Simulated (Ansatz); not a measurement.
Runs of Ansatz 0.2.0 on CoO. It takes space group Fm-3m (No. 225, cubic). Conventional cell: a = 4.263 Å, b = 4.263 Å, c = 4.263 Å, α = 90.00°, β = 90.00°, γ = 90.00°. Co (site symmetry m-3m) is surrounded by 6 O at 2.13 Å. O (site symmetry m-3m) has 6 Co at 2.13 Å as nearest neighbours. 

```csv
task,level,cell,cutoff (eV),smearing,pressure (GPa),moment (μB),relaxed volume (Å³/atom)
relaxation of cell and atoms,BLYP+D3(BJ),relaxed,-,fermi-dirac 0.05 eV,0.0,2.80,9.65
relaxation of cell and atoms,PBE+D3(BJ),relaxed,-,fermi-dirac 0.05 eV,0.0,(b),9.63
single point,PBE,as given,360,gaussian 0.011 eV,(a),2.98,-
relaxation of cell and atoms,PBEsol,relaxed,-,fermi-dirac 0.05 eV,0.0,2.80,9.07
band structure,PBEsol,as given,360,fermi-dirac 0.05 eV,-10.8,2.96,-
```

Alike in all rows: potentials or basis all-electron LAPW, scalar-relativistic; spin collinear, ferromagnetic start; k mesh 11 × 11 × 11; basis error allowed 0.001 eV/atom.

Question: Estimate the missing entries.

Answer: (a) -1.6; (b) 2.91.

Caveats: a cell with one magnetic atom can't hold antiferromagnetic order, which such compounds often take.
